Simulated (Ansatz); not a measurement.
Crystal: MnAs.

```
As Mn
1.0
     3.71000    0.00000    0.00000
    -1.85500    3.21295    0.00000
     0.00000    0.00000    5.69100
As Mn
2 2
Cartesian
  1.8550 1.0710 4.2683
  0.0000 2.1420 1.4227
  0.0000 0.0000 2.8455
  0.0000 0.0000 0.0000
```

Program: Ansatz 0.2.0. Alike in all runs: task band structure; potentials or basis Ansatz PAW; cell as given; cutoff (eV) 420; smearing fermi-dirac 0.05 eV.

Question: Order these runs on this cell by their pressure, lowest first.
A. level PBEsol; spin non-collinear, ferromagnetic start, SOC; k mesh 6 × 6 × 4
B. level BLYP; spin collinear, ferromagnetic start; k mesh 8 × 8 × 5
C. level revPBE; spin collinear, ferromagnetic start; k mesh 8 × 8 × 5

Answer: A (-8.9 GPa), C (-0.9 GPa), B (1.6 GPa).

Caveats: the PAW data sets come from PBE, with cores solved anew for the run's functional, which leaves a small shift of forces and pressure; the thresholds are loose for stress (some runs).

Runs at the PBE level aren't shown here.
